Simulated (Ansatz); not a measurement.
GeTe:
```cif
data_GeTe
_chemical_formula_sum 'Ge1 Te1'
_space_group_name_H-M_alt 'P 1'
_space_group_IT_number 1
_cell_length_a 4.38809
_cell_length_b 4.38809
_cell_length_c 4.38809
_cell_angle_alpha 57.578
_cell_angle_beta 57.578
_cell_angle_gamma 57.578
loop_
_space_group_symop_operation_xyz
  'x, y, z'
loop_
_atom_site_label
_atom_site_type_symbol
_atom_site_fract_x
_atom_site_fract_y
_atom_site_fract_z
_atom_site_occupancy
Ge1 Ge 0.23389 0.23389 0.23389 1
Te1 Te 0.76611 0.76611 0.76611 1
```

Relaxed with PBE.

Task: Which orbitals make up the states near the band edges in PBE in the plane-wave PAW code Ansatz?

Result: Top 1 eV of the valence band: Te 5p 59 %, Ge 4p 21 %, Ge 4s 16 %. Bottom 1 eV of the conduction band: Ge 4p 69 %, Te 5p 17 %, Te 5s 7 %. Projections are on Löwdin-orthogonalised atomic valence shells; empty p or d shells of many metals are not among them.

Task: Tabulate the density of states.

Result: States/eV per cell of 2 atoms, in 0.25 eV bins, energy from the valence-band maximum.

| E (eV) | total | Te 5p | Ge 4p | Ge 4s |
|---|---|---|---|---|
| -7.89 | 1.46 | 0.30 | 0.04 | 0.98 |
| -7.64 | 1.07 | 0.20 | 0.03 | 0.70 |
| -7.39 | 0.74 | 0.14 | 0.02 | 0.46 |
| -7.14 | 0.46 | 0.09 | 0.01 | 0.27 |
| -6.89 | 0.32 | 0.06 | 0.01 | 0.18 |
| -6.64 | 0.25 | 0.04 | 0.01 | 0.14 |
| -6.39 | 0.18 | 0.03 | 0.01 | 0.10 |
| -6.14 | 0.14 | 0.02 | 0.00 | 0.08 |
| -5.89 | 0.10 | 0.01 | 0.00 | 0.06 |
| -5.64 | 0.07 | 0.01 | 0.00 | 0.04 |
| -5.39 | 0.05 | 0.00 | 0.00 | 0.03 |
| -5.14 | 0.02 | 0.00 | 0.00 | 0.01 |
| -4.89 | 0.49 | 0.26 | 0.21 | 0.02 |
| -4.64 | 0.78 | 0.42 | 0.33 | 0.02 |
| -4.39 | 0.82 | 0.45 | 0.34 | 0.02 |
| -4.14 | 0.85 | 0.47 | 0.34 | 0.02 |
| -3.89 | 1.01 | 0.57 | 0.40 | 0.03 |
| -3.64 | 1.16 | 0.66 | 0.44 | 0.03 |
| -3.39 | 1.47 | 0.86 | 0.54 | 0.04 |
| -3.14 | 1.66 | 1.00 | 0.59 | 0.04 |
| -2.89 | 1.61 | 0.98 | 0.55 | 0.05 |
| -2.64 | 1.62 | 1.00 | 0.53 | 0.05 |
| -2.39 | 1.63 | 1.02 | 0.51 | 0.06 |
| -2.14 | 1.66 | 1.06 | 0.49 | 0.07 |
| -1.89 | 1.76 | 1.16 | 0.48 | 0.08 |
| -1.64 | 1.66 | 1.11 | 0.43 | 0.09 |
| -1.39 | 1.09 | 0.65 | 0.30 | 0.11 |
| -1.14 | 1.16 | 0.64 | 0.32 | 0.16 |
| -0.89 | 1.45 | 0.83 | 0.35 | 0.22 |
| -0.64 | 1.30 | 0.78 | 0.27 | 0.21 |
| -0.39 | 0.71 | 0.44 | 0.11 | 0.13 |
| -0.14 | 0.09 | 0.06 | 0.01 | 0.02 |
| 0.11 | 0.00 | 0.00 | 0.00 | 0.00 |
| 0.36 | 0.00 | 0.00 | 0.00 | 0.00 |
| 0.61 | 0.01 | 0.00 | 0.01 | 0.00 |
| 0.86 | 0.35 | 0.05 | 0.24 | 0.01 |
| 1.11 | 1.42 | 0.22 | 1.00 | 0.04 |
| 1.36 | 1.94 | 0.35 | 1.34 | 0.05 |
| 1.61 | 1.60 | 0.35 | 1.06 | 0.04 |
| 1.86 | 1.41 | 0.35 | 0.89 | 0.04 |
| 2.11 | 1.35 | 0.37 | 0.82 | 0.04 |
| 2.36 | 1.42 | 0.39 | 0.81 | 0.03 |
| 2.61 | 1.88 | 0.49 | 0.92 | 0.03 |
| 2.86 | 1.70 | 0.48 | 0.86 | 0.03 |
| 3.11 | 1.10 | 0.35 | 0.62 | 0.02 |
| 3.36 | 1.24 | 0.40 | 0.70 | 0.02 |
| 3.61 | 1.32 | 0.42 | 0.70 | 0.01 |
| 3.86 | 1.41 | 0.43 | 0.68 | 0.01 |
| 4.11 | 1.38 | 0.42 | 0.64 | 0.01 |
| 4.36 | 1.02 | 0.33 | 0.48 | 0.01 |
| 4.61 | 0.85 | 0.28 | 0.39 | 0.01 |
| 4.86 | 1.06 | 0.26 | 0.37 | 0.01 |
| 5.11 | 1.58 | 0.29 | 0.41 | 0.01 |
| 5.36 | 1.78 | 0.31 | 0.44 | 0.01 |

Space group R3m. The PBE relaxation kept the symmetry of its start. Scalar-relativistic: spin–orbit coupling is off unless named, which matters more the heavier the elements.

Potentials: the later of the program's two PAW sets.
